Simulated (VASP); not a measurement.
Cs, 3 atoms in the cell. The cell holds a slab with vacuum, 3 atoms: a = 5.500 Å, b = 5.500 Å, c = 23.194 Å, α = 90.00°, β = 90.00°, γ = 90.00°. The slab is cut from a database's or a generator's crystal, which needn't be the stable form of the element. The cell isn't the ideal one: the (0 0 1) slab of Cs, cut from the database cell, not relaxed.

* Program: VASP 6.6.1
* Task: work function
* Functional: PBE
* Potentials or basis: VASP PAW PBE potentials, release 64 (Cs_sv)
* Cutoff: 520 eV
* k mesh: 5 × 5 × 1
* Occupations: gaussian, width 0.05 eV
* Spin: no spin polarisation
* Dipole correction: yes
* Further INCAR settings: ALGO = Fast; EDIFF = 1e-07

Potentials or basis: VASP PAW PBE potentials, release 64 (Cs_sv).

Run with:

```bash
$ cat potpaw_PBE.64/Cs_sv/POTCAR > POTCAR
$ mpirun -np 1 vasp_std > vasp.out
```

Hardware: 1 thread of Intel(R) Xeon(R) 6975P-C (Granite Rapids), on a shared host.

Q: Estimate the wall time of this run.

A: It took 5.4 min on 1 thread of Intel(R) Xeon(R) 6975P-C (Granite Rapids), with other jobs on the host, peak memory 0.64 GiB. Counts: scf iterations 99, k points 6.
